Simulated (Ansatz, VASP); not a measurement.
One calculation of BN, two programs

```
B N
1.0
     2.50399    0.00000    0.00000
    -1.25200    2.16852    0.00000
     0.00000    0.00000    6.66120
B N
2 2
Direct
  0.33333 0.66667 0.25000
  0.66667 0.33333 0.75000
  0.33333 0.66667 0.75000
  0.66667 0.33333 0.25000
```

Alike in both runs: task electric field gradients; functional PBE; k mesh 11 × 11 × 4; occupations fermi-dirac, width 0.02 eV; no spin polarisation.

```csv
,VASP,Ansatz
version,VASP 6.6.1,Ansatz 0.2.0
potentials or method,"VASP PAW PBE potentials, release 64 (B, N), cutoff 520 eV","all-electron PAW with datasets made for the crystal, scalar-relativistic"
```

Ansatz gave:

- gap on the k mesh at the Fermi level (eV): 4.33
- pressure (GPa): 3.3
- largest component of the traceless stress (GPa): 0.43
- Vzz of the field gradient on the site that differs most (V/Å²): 29.0

Which values does VASP return?

gap on the k mesh at the Fermi level (eV): 4.33; pressure (GPa): 3.4; largest component of the traceless stress (GPa): 0.69; Vzz of the field gradient on the site that differs most (V/Å²): 35.1.

Ansatz ran all-electron here, so the differences hold the error of VASP's frozen core and of both bases.

Caveats: an odd mesh through Γ misses points on the zone boundary, where band edges often lie; this functional lacks dispersion, which binds the layers, so the pressure and a relaxed spacing across them are unreliable.
